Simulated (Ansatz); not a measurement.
ZrO$_{2}$: Seebeck coefficient and carrier response

All numbers below come from Ansatz 0.2.0, DFT PBE, scalar-relativistic, plane waves, PAW. Settings: 420 eV plane-wave cutoff, Γ-centred 8×8×8 mesh, Gaussian smearing of 0.02 eV. No spin polarisation.

Relaxed structure:
```
CELL_PARAMETERS angstrom
0.00000 2.55790 2.55790
2.55790 0.00000 2.55790
2.55790 2.55790 0.00000
ATOMIC_POSITIONS crystal
Zr 0.00000 0.00000 0.00000
O 0.25000 0.25000 0.25000
O 0.75000 0.75000 0.75000
```

Constant relaxation time and rigid bands. The levels are interpolated over the whole zone and filled by a Fermi function at the stated temperature, with the chemical potential set by the electron count. The Kohn–Sham gap on the mesh is 3.32 eV and isn't corrected.

**Question.** Give the Seebeck coefficient (μV/K; xx, yy, zz) and the conductivity masses (m_e; principal values, sorted) at 300 K against doping (cm⁻³).

**Answer.**
```tsv
doping	S	m*
n 1e18	-558 -558 -558	1.00 1.00 1.00
n 1e19	-361 -361 -361	1.01 1.01 1.01
n 1e20	-175 -175 -175	1.03 1.03 1.03
n 1e21	-52 -52 -52	1.27 1.27 1.27
p 1e18	632 632 632	0.74 0.74 0.74
p 1e19	435 435 435	0.74 0.74 0.74
p 1e20	242 242 242	0.74 0.74 0.74
p 1e21	88 88 88	0.77 0.77 0.77
```

**Question.** At 10¹⁸ cm⁻³, which carrier is lighter?

**Answer.** Holes, 0.74 against 1.00 m_e (harmonic means of the principal values).

This fluorite-type form isn't the usual stable structure of the compound.

Cost: 1 run of about 3.4 core-minutes, on Intel Xeon 6975P-C (Granite Rapids) (shared hosts).